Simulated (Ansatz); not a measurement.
**What strain does to Si (diamond)**

Si built on the diamond prototype, relaxed with r2SCAN in Ansatz. The symmetry is Fd-3m (No. 227, cubic); conventional cell a = 5.444 Å, 20.17 Å³ an atom. Si has 4 Si at 2.36 Å.

The axes x, y and z are those of this cell:
```yaml
crystal:
  lattice:
    - [0.00000, 2.72212, 2.72212]
    - [2.72212, 0.00000, 2.72212]
    - [2.72212, 2.72212, 0.00000]
  atoms:
    - { symbol: Si, position: [0.00000, 0.00000, 0.00000] }
    - { symbol: Si, position: [0.25000, 0.25000, 0.25000] }
```

Unstrained: PBE gives an indirect gap of 0.583 eV, from Γ to Γ–X (0.84 of the way from Γ); the least direct gap is 2.557 eV at Γ. With r2SCAN the valence top lies at Γ and the conduction bottom at Γ–X (0.84 of the way from Γ), 0.770 eV higher; the smallest vertical gap, at Γ, is 2.739 eV. With HSE06 the valence top lies at Γ and the conduction bottom at Γ–X (0.84 of the way from Γ), 1.144 eV higher; the smallest vertical gap, at Γ, is 3.312 eV. Meshes: PBE 8×8×8, r2SCAN 8×8×8, HSE06 6×6×6. Strains are changes of length per length. After each strain the atoms were relaxed again with r2SCAN within the symmetry that the strain leaves, so tilts or polar shifts that break it weren't tested; points keep the names that they have in the unstrained zone. No spin polarisation and no zero-point or thermal motion.

Changes of the least gap in eV (an overlap counts as a negative gap):
```csv
strain,volume change (%),space group,PBE,r2SCAN,HSE06,"energy rise, r2SCAN (meV/atom)"
isotropic -4.0 % on every length,-11.5,Fd-3m,-0.247,-0.241,-0.246,100.2
isotropic -3.0 % on every length,-8.7,Fd-3m,-0.179,-0.174,-0.177,54.6
isotropic -2.0 % on every length,-5.9,Fd-3m,-0.115,-0.112,-0.114,23.5
isotropic -1.0 % on every length,-3.0,Fd-3m,-0.056,-0.054,-0.055,5.7
isotropic +1.0 % on every length,+3.0,Fd-3m,+0.053,+0.050,+0.051,5.3
isotropic +2.0 % on every length,+6.1,Fd-3m,+0.101,+0.096,+0.098,20.6
isotropic +3.0 % on every length,+9.3,Fd-3m,+0.146,+0.139,+0.141,44.9
isotropic +4.0 % on every length,+12.5,Fd-3m,+0.188,+0.178,+0.180,77.3
```

Isotropic -4.0 % on every length. HSE06: the gap goes from 1.144 to 0.898 eV (-0.246 eV); the edges go from Γ → Γ–X (0.84) to Γ → Γ–X (0.86). Stress change with r2SCAN, compression positive: xx +15.31, yy +15.31, zz +15.31 GPa.

Isotropic -3.0 % on every length. HSE06: the gap goes from 1.144 to 0.967 eV (-0.177 eV); the edges go from Γ → Γ–X (0.84) to Γ → Γ–X (0.85). Stress change with r2SCAN, compression positive: xx +10.72, yy +10.72, zz +10.72 GPa.

Isotropic -2.0 % on every length. HSE06: the gap goes from 1.144 to 1.030 eV (-0.114 eV); the edges go from Γ → Γ–X (0.84) to Γ → Γ–X (0.85). Stress change with r2SCAN, compression positive: xx +6.68, yy +6.68, zz +6.68 GPa.

Isotropic -1.0 % on every length. HSE06: the gap goes from 1.144 to 1.089 eV (-0.055 eV). Stress change with r2SCAN, compression positive: xx +3.12, yy +3.12, zz +3.12 GPa. For HSE06, dE_g/d ln V = 1.8 eV over this step.

Isotropic +1.0 % on every length. HSE06: the gap goes from 1.144 to 1.195 eV (+0.051 eV). Stress change with r2SCAN, compression positive: xx -2.72, yy -2.72, zz -2.72 GPa. For HSE06, dE_g/d ln V = 1.7 eV over this step.

Isotropic +2.0 % on every length. HSE06: the gap goes from 1.144 to 1.242 eV (+0.098 eV); the edges go from Γ → Γ–X (0.84) to Γ → Γ–X (0.83). Stress change with r2SCAN, compression positive: xx -5.08, yy -5.08, zz -5.08 GPa.

Isotropic +3.0 % on every length. HSE06: the gap goes from 1.144 to 1.285 eV (+0.141 eV); the edges go from Γ → Γ–X (0.84) to Γ → Γ–X (0.83). Stress change with r2SCAN, compression positive: xx -7.12, yy -7.12, zz -7.12 GPa.

Isotropic +4.0 % on every length. HSE06: the gap goes from 1.144 to 1.324 eV (+0.180 eV); the edges go from Γ → Γ–X (0.84) to Γ → Γ–X (0.82). Stress change with r2SCAN, compression positive: xx -8.87, yy -8.87, zz -8.87 GPa.

Where an edge lies off the special points, it is a point of the mesh or the k point where a search put PBE's edge or least direct gap, reused for the other functionals, whose own edges may lie a little apart.

The meshes of the hybrids are coarse, so their gaps aren't converged to the digits shown.
